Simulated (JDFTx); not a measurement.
Crystal: Ga.

```
Ga
1.0
     2.77842    0.00000    0.00000
     0.00000    3.28161    0.00000
    -1.34343    0.00000    3.99027
Ga
2
Cartesian
  -0.6607 2.4612 3.0732
  2.0957 0.8204 0.9171
```

This isn't the form of Ga at room conditions, which is orthorhombic.

```yaml
Program: JDFTx 1.7.0 (patched build)
Task: single point
Functional: PBEsol
Potentials_or_basis: PseudoDojo-SR-PBEsol-0.4.1-standard with smoothed tails
Cutoff: 1088 eV
Density_cutoff: 8708 eV
k_mesh: 10 × 8 × 7
Occupations: fermi-dirac, width 0.05 eV
Spin: no spin polarisation
```

On this cell: pressure -0.6 GPa; largest force 0.073 eV/Å; band gap on the k mesh none (metal or under the smearing width).

The same run follows on a disturbed copy (atoms moved at random, drawn with an rms of 0.05 Å):

```xyz
2
Lattice="2.7784 0.0000 0.0000 0.0000 3.2816 0.0000 -1.3434 0.0000 3.9903" Properties=species:S:1:pos:R:3 pbc="T T T"
Ga   -0.6658    2.4533    3.0615
Ga    2.0773    0.8443    0.9079
```

Task: What changes?

Result: The energy (extrapolated to zero smearing) moves by +0.5 meV/atom; pressure -0.6 GPa; largest force 0.085 eV/Å; band gap on the k mesh none (metal or under the smearing width).

Forces on the atoms (eV/Å):
```
Ga  -0.013  0.057 -0.062
Ga   0.013 -0.057  0.062
```

Stress tensor (GPa, compression positive):
```
 0.00  0.02 -0.37
 0.02 -1.64  0.01
-0.37  0.01 -0.14
```

Caveats: the empty levels aren't tightly converged (some runs).
